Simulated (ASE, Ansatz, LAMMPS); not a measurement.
**Bare Al-Cu alloy nanowire along [110] (38 atoms): support functions against a reference**

Wanted: errors and times of a linear-scaling basis for bare Al-Cu alloy nanowire along [110] (38 atoms). A setting counts as converged where the r.m.s. difference of forces stays under 1 % of the r.m.s. force.

Main program and level: Ansatz 0.2.0; Kohn-Sham DFT, PBE, PAW (set soft_2), plane waves.

### 1. The structure

The cell holds 38 atoms: 19 Cu and 19 Al. Its edges and angles: a = 17.100 Å, b = 20.455 Å, c = 5.287 Å, α = 90.0°, β = 90.0°, γ = 90.0°. It derives from Al (fcc) and Cu. Hexagon section of size parameter 5.53 Å cut from fcc Al (a = 4.05 Å) along [110], 2 periods, 9 Å of vacuum, 19 atoms Cu at random; minimised with a classical potential (one cell length free). Vacuum lies along a and b. The structure repeats along c.

Before any run, some limits are plain. The cell is under 6 Å thick along one periodic direction, so every atom has periodic images of itself close by, which move with it and show among its neighbours and in g(r). The host structure and its lattice constant were typed by rule, without a check against the phase diagram. Beside vacuum, support functions can miss their usual error bounds without a warning.

### 2. Making the structure

A minimisation with a classical potential prepares the built cell.

This step: classical potential: EAM (Cai and Ye, Phys. Rev. B 54, 8398 (1996)) (LAMMPS stable Jul 2025 - Update 4).

Input file in.lammps:

```
units metal
atom_style atomic
boundary p p p
atom_modify map array
read_data structure.data
pair_style eam/alloy
pair_coeff * * AlCu.eam.alloy Al Cu
thermo_style custom step temp pe press lx ly lz fmax
thermo 200
min_style cg
minimize 0 1e-4 3000 30000
fix box all box/relax z 0.0 vmax 0.001
minimize 0 1e-4 3000 30000
unfix box
minimize 0 1e-4 2000 20000
write_data relaxed.data nocoeff
```

Started as:

```console
lmp -in in.lammps -log log.lammps -screen none -nocite
```

Numbers of over 12 decimals in the logs are rounded to 6 here.

The program printed:

```text
LAMMPS (22 Jul 2025 - Update 4)
  38 atoms
   Step          Temp          PotEng         Press            Lx             Ly             Lz            Fmax     
         0   0             -119.03424     -33022.571      17.1           20.45513       5.7275649      0.88055789   
        47   0             -124.53716     -4352.4274      17.1           20.45513       5.7275649      2.5128263e-05
Loop time of 0.0510688 on 1 procs for 47 steps with 38 atoms
Minimization stats:
  Stopping criterion = force tolerance
  Energy initial, next-to-last, final = 
     -119.034241412724  -124.537161868644  -124.537161869932
  Force two-norm initial, final = 3.4458822 9.3031175e-05
[... 14 lines left out ...]
  Iterations, force evaluations = 369 593
   Step          Temp          PotEng         Press            Lx             Ly             Lz            Fmax     
       416   0             -125.37602      0.10350527     17.1           20.45513       5.2867741      1.9752877e-05
       417   0             -125.37602      0.065071256    17.1           20.45513       5.2867741      1.0302416e-05
Loop time of 0.000245576 on 1 procs for 1 steps with 38 atoms
Minimization stats:
  Stopping criterion = force tolerance
  Energy initial, next-to-last, final = 
     -125.376019495812  -125.376019495812  -125.376019496044
  Force two-norm initial, final = 6.1882955e-05 3.7278255e-05
  Force max component initial, final = 1.9752877e-05 1.0302416e-05
  Iterations, force evaluations = 1 2
```

Elapsed: 1.1 s, on 1 thread of Intel Xeon at 2.80GHz (Skylake/Cascade Lake), shared host.

### 3. Plane-wave single point

The first run fixes the reference, at a cutoff of 420 eV.

Input file input.yaml:

```yaml
crystal:
  lattice:
    - [17.1, 0.0, 0.0]
    - [0.0, 20.45513, 0.0]
    - [0.0, 0.0, 5.28677]
  atoms:
    - { symbol: Cu, position: [0.38408, 0.3052, 0.28533] }
    - { symbol: Cu, position: [0.38564, 0.3078, 0.78948] }
    - { symbol: Cu, position: [0.28508, 0.3733, 0.03163] }
    - { symbol: Al, position: [0.38805, 0.43711, 0.28692] }
    - { symbol: Cu, position: [0.28559, 0.37251, 0.54232] }
    - { symbol: Cu, position: [0.38934, 0.43888, 0.78602] }
    - { symbol: Al, position: [0.27065, 0.50135, 0.03235] }
    - { symbol: Al, position: [0.3911, 0.56594, 0.29157] }
    - { symbol: Al, position: [0.27043, 0.50043, 0.5384] }
    - { symbol: Cu, position: [0.39251, 0.56303, 0.79215] }
    - { symbol: Al, position: [0.27788, 0.63223, 0.04954] }
    - { symbol: Cu, position: [0.39054, 0.69185, 0.30289] }
    - { symbol: Cu, position: [0.2854, 0.62811, 0.55548] }
    - { symbol: Cu, position: [0.39274, 0.68701, 0.80024] }
    - { symbol: Cu, position: [0.49485, 0.2458, 0.0429] }
    - { symbol: Cu, position: [0.61026, 0.30584, 0.28273] }
    - { symbol: Al, position: [0.49247, 0.23838, 0.53871] }
    - { symbol: Al, position: [0.61492, 0.29614, 0.78305] }
    - { symbol: Al, position: [0.49669, 0.37034, 0.03325] }
    - { symbol: Al, position: [0.61272, 0.43725, 0.28388] }
    - { symbol: Al, position: [0.4967, 0.36762, 0.53598] }
    - { symbol: Al, position: [0.61352, 0.43423, 0.78497] }
    - { symbol: Cu, position: [0.49973, 0.50162, 0.03689] }
    - { symbol: Cu, position: [0.60733, 0.56487, 0.29521] }
    - { symbol: Cu, position: [0.49993, 0.50068, 0.54243] }
    - { symbol: Al, position: [0.60921, 0.5663, 0.7943] }
    - { symbol: Cu, position: [0.49973, 0.62903, 0.04733] }
    - { symbol: Cu, position: [0.60529, 0.68891, 0.30073] }
    - { symbol: Cu, position: [0.49914, 0.6286, 0.54695] }
    - { symbol: Al, position: [0.61156, 0.69834, 0.79931] }
    - { symbol: Al, position: [0.49547, 0.75911, 0.05254] }
    - { symbol: Al, position: [0.49543, 0.75926, 0.55023] }
    - { symbol: Al, position: [0.73145, 0.36852, 0.03505] }
    - { symbol: Al, position: [0.73114, 0.36912, 0.53254] }
    - { symbol: Al, position: [0.73195, 0.50437, 0.0363] }
    - { symbol: Cu, position: [0.72269, 0.50156, 0.53275] }
    - { symbol: Cu, position: [0.71529, 0.63032, 0.06094] }
    - { symbol: Al, position: [0.72351, 0.62907, 0.5509] }
kpoints:
  mp_grid: { grid: [1, 1, 4] }
hamiltonian:
  xc: pbe
scf:
  occupations: { method: fermi_dirac, width: 0.1 }
output:
  forces: true
  populations: intrinsic
  dos:
    method: { smearing: { sigma: 0.08 } }
    de: 0.1
    projected: { site_lists: { Al: [Al], Cu: [Cu] } }
  eigenvalues: true
  write_density: true
  write_potential: true
  volumetric_format: npy
```

Started as:

```console
ansatz run input.yaml --threads 8 --pin off --max-ram 15872MiB --backend cpu --events-out ev --progress --plain --runs-dir out
```

The program printed:

```text
Engine: ansatz 0.2.0, x86_64-unknown-linux-gnu
Pseudopotentials: kind: paw
Pseudopotential: Cu, paw, valence charge 19, recommended cutoff 420 eV (normal), Cu.paw.azcp
Pseudopotential: Al, paw, valence charge 3, recommended cutoff 420 eV (normal), Al.paw.azcp
[... 5 lines on functional and potentials left out ...]
Crystal: 38 atoms, lattice volume = 1849.221 Å³
Basis set: ecut = 420 eV, 36137 PW (Γ), exchange–correlation on 240×288×72 points (8 copies of the dense FFT grid, shifted against one another)
Bands: 251, of which v1, the nominal top of the filled ones, is band 209 counted from 1 (208 counted from 0)
Symmetry: 1 space group operations
Space group: P1 (ITA 1), of the structure as read, at distance tolerance 1.2e-4 Å
k-points: 3 of 4 (time reversal used)
[... 5 lines on functional and potentials left out ...]
Initial density: superposition of atomic densities (neutral atoms: chi_scale 0, normalization atom), corrected by the library's trained network
Initial wavefunctions: pseudopotential atomic-orbital guess
Functional: x = pbe(κ = 0.804, μ = 0.219515), c = pbe(β = 0.066725)
SCF iter   1: F=—  HF=-136080.891989 eV  |F-HF|=—  |Δ(HF+E_count)|=         —  Δρ=2.81e-3  dr2=8.22e-1  ethr=1.77e-3  ⟨swp⟩=9.0  Hψ=3332  notcnv=0  defer=33
preconditioner: auto → LDOS  [metal: Δε(μ)=0.066 eV  Ē_g=6.021 eV  σ=0.100 eV  W_gap=0.16  n_scr=296 (ndim 8)  ℏωp=14.1 eV  f_vac=0.624  D(μ)=18.36/eV (n_scr^D=72)  β→1.0]
SCF iter   2: F=—  HF=-136080.916701 eV  |F-HF|=—  |Δ(HF+E_count)|=   2.47e-2  Δρ=4.34e-3  dr2=2.35e-1  ethr=1.97e-4  ⟨swp⟩=2.0  Hψ=1319  notcnv=0  defer=44
SCF iter   3: F=—  HF=-136080.883797 eV  |F-HF|=—  |Δ(HF+E_count)|=   3.29e-2  Δρ=1.83e-3  dr2=4.13e-2  ethr=5.61e-5  ⟨swp⟩=2.0  Hψ=1418  notcnv=0  defer=44
SCF iter   4: F=—  HF=-136080.877933 eV  |F-HF|=—  |Δ(HF+E_count)|=   5.86e-3  Δρ=3.35e-4  dr2=3.93e-3  ethr=9.89e-6  ⟨swp⟩=2.7  Hψ=1277  notcnv=0  defer=44
SCF iter   5: F=—  HF=-136080.878465 eV  |F-HF|=—  |Δ(HF+E_count)|=   5.33e-4  Δρ=3.69e-4  dr2=1.97e-3  ethr=9.39e-7  ⟨swp⟩=2.0  Hψ=1254  notcnv=0  defer=44
SCF iter   6: F=—  HF=-136080.878398 eV  |F-HF|=—  |Δ(HF+E_count)|=   6.75e-5  Δρ=6.79e-5  dr2=1.82e-4  ethr=4.71e-7  ⟨swp⟩=2.0  Hψ=1186  notcnv=0  defer=44
SCF iter   7: F=—  HF=-136080.878408 eV  |F-HF|=—  |Δ(HF+E_count)|=   1.03e-5  Δρ=4.42e-5  dr2=4.75e-5  ethr=4.36e-8  ⟨swp⟩=2.0  Hψ=1080  notcnv=0  defer=44
SCF iter   8: F=—  HF=-136080.878718 eV  |F-HF|=—  |Δ(HF+E_count)|=   3.10e-4  Δρ=2.97e-5  dr2=1.50e-5  ethr=1.14e-8  ⟨swp⟩=2.0  Hψ=1147  notcnv=0  defer=42
SCF iter   9: F=—  HF=-136080.878718 eV  |F-HF|=—  |Δ(HF+E_count)|=   4.23e-7  Δρ=6.67e-6  dr2=1.26e-6  ethr=3.58e-9  ⟨swp⟩=2.0  Hψ=1048  notcnv=0  defer=42
SCF iter  10: F=—  HF=-136080.878721 eV  |F-HF|=—  |Δ(HF+E_count)|=   2.35e-6  Δρ=6.28e-6  dr2=5.55e-7  ethr=3.00e-10  ⟨swp⟩=2.3  Hψ=1125  notcnv=0  defer=42
SCF iter  11: F=-136080.878721 eV  HF=-136080.878721 eV  |F-HF|=1.33e-7  |Δ(HF+E_count)|=   3.40e-7  Δρ=2.09e-6  dr2=8.22e-8  ethr=2.39e-11  ⟨swp⟩=26.7  Hψ=6625  notcnv=0
SCF 1 converged in 11 iterations: F = -136080.878721 eV  dr2 = 8.22e-8
  greatest PAW one-centre occupation: 1.000 electrons in one spin orbital (limit 2), on the Cu atom at site 4 (counted from 0), in its partial waves of l = 0
WARN: The output density's exchange-correlation potential varies sharply where the density is thin. Do not read a vacuum level from v_tot or v_xc, or from such a field of the output density. On a cell that repeats whose density bears no net charge and no dipole along the vacuum's axis use v_es (v_loc + v_h of the components); [...]
SCF converged after 11 iterations
Free energy (F): -136080.878721 eV
Harris-Foulkes:  -136080.878721 eV  (|F-HF|=1.33e-7)
Internal energy: -136080.280978 eV  (E = F + TS)
E sigma→0 (E₀):  -136080.579850 eV
Entropy (-TS):   -0.597743 eV (-15.730 meV/atom)
Fermi energy:    0.313977 eV
--- Per-component energies (eV) ---
  E_band       = -13043.960505
  E_kinetic    = 6102.703397
  E_local      = -428500.228411  (includes V_loc(G=0)·N_el)
  E_nonlocal   = 7618.492612
  E_hartree    = 206565.025057
  E_xc         = -2429.912722
  E_vxc        = -2709.121644  (∫ρ·V_xc dr)
  E_paw        = -40490.583306  (= ΣΔE_a)
  E_vpaw       = -8685.827754  (= ΣTr[D̂ρ^β])
  E_aug_tail   = 0.005100  (compensation charges beyond the density's cutoff)
  E_ewald      = 115054.217295
  E_smearing   = -0.597743  (= −TS)
  E_closure    = 0.000000  (closes the sum)
  Σ components = -136080.878721   (vs F -136080.878721, Δ=0.00e0)
--- Forces (eV/Å), atoms counted from 1 ---
  atom   1  Cu     0.25222848     0.16697881     0.05771405
  atom   2  Cu     0.28217052    -0.08981974    -0.07012599
  atom   3  Cu     0.32339018     0.18997570     0.21182867
  atom   4  Al    -0.28755907    -0.36888884    -0.04248187
  atom   5  Cu     0.25511151     0.20380261    -0.21589987
  atom   6  Cu    -0.07041845    -0.14466111     0.04013066
  atom   7  Al    -0.06524690    -0.29667335     0.08172857
  atom   8  Al     0.40937643     0.41263657     0.16933272
  atom   9  Al    -0.09311406    -0.05922718    -0.08769955
  atom  10  Cu    -0.22756510    -0.02143531     0.10254203
  atom  11  Al     0.22658046     0.47423865    -0.12791982
  atom  12  Cu    -0.04582072    -0.05078636    -0.10488120
  atom  13  Cu     0.30343991    -0.09114862    -0.14191688
  atom  14  Cu    -0.00371595     0.27565318     0.08277370
[...]
atom  37  Cu    -0.31646268    -0.09650122    -0.26700793
  atom  38  Al     0.06344743     0.04277217    -0.30213463
  max |Σ_I F_I| component: 8.06e-5 eV/Å
--- Band table (eV) ---
  k-point 0: bands = ["-112.8626", "-112.8388", "-112.7969", "-112.6745", [... 235 levels ...], "3.9941", "4.0438", "4.1279", "4.1514", "4.1794", "4.2536", "4.3633", "4.4020", "4.5372", "4.6313", "4.6708", "4.7848"]
  k-point 1: bands = ["-112.8626", "-112.8389", "-112.7969", "-112.6745", [... 235 levels ...], "4.2282", "4.2742", "4.3826", "4.4786", "4.5554", "4.6158", "4.6820", "4.8142", "4.8582", "4.9216", "5.0087", "5.0884"]
  k-point 2: bands = ["-112.8625", "-112.8389", "-112.7969", "-112.6745", [... 235 levels ...], "4.2736", "4.3796", "4.5404", "4.5853", "4.6649", "4.8113", "4.9629", "5.0986", "5.1941", "5.2370", "5.3048", "5.3390"]
--- intrinsic populations: 38 sites ---
  site symbol       q [e]
     0     Cu     18.6761
     1     Cu     18.6743
     2     Cu     18.7793
[...]
37     Al      3.5094
  spilling = 0.000000 (of n_electrons = 418.000000)
```

It took 16 s on 8 threads of AMD EPYC 9R45, shared host; peak memory 4.8 GiB.

The program notes that the exchange-correlation potential is rough where the density is thin.

The run gave:

```yaml
free_energy: -136080.8787 eV
free_energy_per_atom: -3581.0758 eV/atom
scf_cycles: 11
r_m_s_force_component: 0.2003 eV/Å
longest_force: 0.6054 eV/Å
fermi_energy: 0.314 eV
levels_partly_filled_by_over_2_per_cent: 21
```

Neighbours are counted within 3.18 Å (Al-Al), 3.18 Å (Al-Cu), 3.18 Å (Cu-Cu).

Length of the force by element and coordination:

```tsv
element	coordination	atoms	mean length of the force (eV/Å)	spread	least	most
Al	all	19	0.347	0.133	0.0992	0.605
Al	7	7	0.312	0.122	0.0992	0.541
Al	8	3	0.222	0.0713	0.141	0.315
Al	9	2	0.282	0.0403	0.242	0.323
Al	12	7	0.454	0.0997	0.297	0.605
Cu	all	19	0.306	0.0929	0.125	0.467
Cu	7	5	0.380	0.047	0.308	0.431
Cu	8	1	0.442	0	0.442	0.442
Cu	9	6	0.289	0.101	0.125	0.467
Cu	12	7	0.249	0.0547	0.166	0.337
```

Density of states as counts of states in windows of 1 eV (from the Fermi level), total and the larger projections:

```tsv
from (eV)	to (eV)	total	Cu d	Al p	Al s	Cu s
-14	-11	0.0	0.0	0.0	0.0	0.0
-11	-10	1.1	0.0	0.2	0.5	0.3
-10	-9	3.4	0.0	1.1	1.4	0.8
-9	-8	3.8	0.1	1.4	1.6	0.8
-8	-7	6.0	0.3	2.6	1.9	1.2
-7	-6	7.6	0.8	3.2	2.3	1.3
-6	-5	12.2	3.3	4.2	2.8	1.7
-5	-4	27.0	18.0	4.0	2.2	2.4
-4	-3	72.9	64.4	5.2	1.5	1.3
-3	-2	90.9	82.5	4.9	1.7	1.2
-2	-1	24.9	13.0	7.2	2.3	1.8
-1	0	15.6	2.9	7.8	2.0	2.0
0	1	14.6	1.6	7.5	2.0	2.0
1	2	15.0	0.9	7.7	2.1	2.1
2	3	16.3	0.6	7.2	2.3	2.7
3	4	19.3	0.5	7.9	2.3	2.5
```

The curve was stored every 0.10 eV, coarse against its broadening of 0.08 eV, so these counts are rough.

The stored curve holds about 265 of the 418 electrons; the rest, give or take the few that broadening carries across the Fermi level, lie in deeper levels below its range.

The levels nearest the highest filled one (over half full), pooled over k-points and spins:

```tsv
level less the highest filled one (eV)	occupation
-0.158	1.70
-0.108	1.54
-0.0839	1.45
-0.0359	1.25
-0.0104	1.12
0	1.07
0.0632	0.759
0.111	0.552
0.111	0.551
0.183	0.312
0.188	0.3
0.263	0.154
```

Electrostatic potential energy in the cb plane at fractional x = 0.492, with atoms of Cu and Al within 0.2 Å of it. With pseudopotentials it is smooth inside the atoms' cores, unlike the true potential.

Ten even steps from '0' (-47 eV) to '9' (5 eV), each cell a mean:
```
999999999999999
999999999999999
999999999999999
999999999999999
778899877789998
776688667668875
667898766678987
778999987899998
002798400058972
335899632379985
888999988899998
003898410168962
225898632379974
888999988899998
666788666678876
666787666668876
888999887889998
114798666678973
114898667668973
999999888899999
999999999999999
999999999999999
999999999999999
999999999999999
```
Columns run along c (5.3 Å; values clipped at the 3rd and 97th percentile), rows up along b (20.5 Å). Atoms in or near the plane, at fractional coordinates: Cu at (0.04, 0.25), Al at (0.54, 0.24), Al at (0.03, 0.37), Al at (0.54, 0.37), Cu at (0.04, 0.50), Cu at (0.54, 0.50), Cu at (0.05, 0.63), Cu at (0.55, 0.63), Al at (0.05, 0.76), Al at (0.55, 0.76).

Valence density in the cb plane at fractional x = 0.492, with atoms of Cu and Al within 0.2 Å of it. It is the smooth field of the valence electrons, not physical close to the nuclei.

Values in e/Å³, 24 rows by 15 columns, each cell a mean:
```
 0  0  0  0  0  0  0  0  0  0  0  0  0  0  0
 0  0  0  0  0  0  0  0  0  0  0  0  0  0  0
 0  0  0  0  0  0  0  0  0  0  0  0  0  0  0
 0  0  0  0  0  0  0  0  0  0  0  0  0  0  0
 0  0  0  0  0  0  0  0  0  0  0  0  0  0  0
 0  0  0  0  0  0  0  0  0  0  0  0  0  0  0
 0  0  0  0  0  0  0  0  0  0  0  0  0  0  0
 1  1  0  0  0  0  0  0  1  0  0  0  0  0  0
22 20  5  1  0  0  2 12 26 11  1  0  0  1  4
 7  7  2  0  0  0  1  4  9  4  1  0  0  0  2
 0  0  0  0  0  0  0  0  0  0  0  0  0  0  0
23 16  3  0  0  0  2 12 23  9  1  0  0  1  5
10  7  2  0  0  0  1  6 11  5  1  0  0  0  3
 0  0  0  0  0  0  0  0  0  0  0  0  0  0  0
 0  0  0  0  0  0  0  0  0  0  0  0  0  0  0
 0  0  0  0  0  0  0  0  0  0  0  0  0  0  0
 0  0  0  0  0  0  0  0  0  0  0  0  0  0  0
18 15  3  0  0  0  0  0  0  0  0  0  0  1  4
17 14  3  0  0  0  0  0  0  0  0  0  0  1  3
 0  0  0  0  0  0  0  0  0  0  0  0  0  0  0
 0  0  0  0  0  0  0  0  0  0  0  0  0  0  0
 0  0  0  0  0  0  0  0  0  0  0  0  0  0  0
 0  0  0  0  0  0  0  0  0  0  0  0  0  0  0
 0  0  0  0  0  0  0  0  0  0  0  0  0  0  0
```
Columns run along c (5.3 Å), rows up along b (20.5 Å). Atoms in or near the plane, at fractional coordinates: Cu at (0.04, 0.25), Al at (0.54, 0.24), Al at (0.03, 0.37), Al at (0.54, 0.37), Cu at (0.04, 0.50), Cu at (0.54, 0.50), Cu at (0.05, 0.63), Cu at (0.55, 0.63), Al at (0.05, 0.76), Al at (0.55, 0.76).

Within 0.4 eV of the Fermi level the largest share is Al p (55 % of the projected weight).

### 4. Local order

These statistics describe the geometry on which the runs were made.

Normalised to the volume that the atoms fill. g(r), total and by pair (bins of 0.2 Å):

```tsv
r (Å)	total	Al-Al	Al-Cu	Cu-Cu
2.50	1.56	0.00	0.67	4.90
2.70	7.24	7.38	8.20	5.25
2.90	0.36	1.27	0.09	0.00
3.10	0.00	0.00	0.00	0.00
3.30	0.00	0.00	0.00	0.00
3.50	0.03	0.00	0.06	0.00
3.70	1.38	0.73	1.85	1.07
3.90	0.52	0.59	0.49	0.50
4.10	0.04	0.18	0.00	0.00
4.30	0.02	0.00	0.00	0.08
4.50	2.27	0.84	2.23	3.77
4.70	2.17	2.75	2.41	1.08
4.90	0.16	0.43	0.09	0.00
5.10	0.15	0.00	0.08	0.44
5.30	1.20	1.51	0.70	1.89
5.50	0.30	0.63	0.29	0.00
5.70	0.10	0.00	0.09	0.22
5.90	1.78	1.29	1.98	1.85
6.10	0.38	0.71	0.41	0.00
6.30	0.08	0.00	0.09	0.14
6.50	0.37	0.24	0.47	0.31
6.70	0.12	0.17	0.15	0.03
6.90	1.05	0.24	0.89	2.18
7.10	1.44	2.09	1.62	0.44
7.30	0.19	0.39	0.14	0.08
7.50	0.19	0.08	0.25	0.18
7.70	0.08	0.07	0.06	0.12
7.90	0.91	0.77	0.86	1.17
```

Neighbours by pair of elements; one cutoff, the widest of the pairs' first minima of g(r), serves all pairs of this metal:

```tsv
pair A-B	cutoff (Å)	bonds	mean length (Å)	spread (Å)	shortest (Å)	B about A	A about B
Al-Al	3.18	44	2.72	0.066	2.61	4.63	4.63
Al-Cu	3.18	87	2.67	0.052	2.55	4.58	4.58
Cu-Cu	3.18	47	2.60	0.044	2.53	4.95	4.95
```

How many atoms have how many bonded neighbours:

```tsv
element	mean	7	8	9	12
Al	9.21	7	3	2	7
Cu	9.53	5	1	6	7
```

[end of part 1 of 2]

[Logs are printed without paths, hosts, clocks, repeated set-up lines and the standing remarks that a program may print on its own settings, such as how far it seeks lower states.]

[Hosts, paths, dates, database ids (printed as entryN), source tags and the programs' standing remarks are cut or masked in the printed files.]
